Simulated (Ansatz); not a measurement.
**CsH: pressure coefficient of the gap from its deformation potential**

Computed with Ansatz 0.2.0, DFT r2SCAN, scalar-relativistic, plane waves, PAW. Cutoff 500 eV, mesh 6×6×6 in the first runs.

The relaxed cell is Fm-3m with a = 6.376 Å. An equation of state gives B0 = 9.7 GPa at V0 = 32.450 Å³/atom, and gaps on the k mesh of 2.646 eV at 31.429 Å³/atom, 2.681 eV at 32.401 Å³/atom, 2.711 eV at 33.373 Å³/atom.

Q: Predict dE_g/dP at zero pressure, and compare with cells relaxed under pressure.

A: A parabola in ln V through the three points has the slope a = dE_g/d ln V = 1.09 eV at V0. Since dP = −B d ln V, dE_g/dP = −a/B = -112.5 meV/GPa. Separate runs under pressure gave gaps (over the zone) of 2.795 eV at -0.99 GPa, 2.681 eV at 0.01 GPa, 2.569 eV at 1.04 GPa, a slope of -111.4 meV/GPa at zero. The two routes agree within 1.1 meV/GPa. Compression narrows this gap. Pressure coefficients of semilocal functionals are as a rule better than their gaps.

Spin-orbit coupling is left out, which matters for the bands of heavy elements.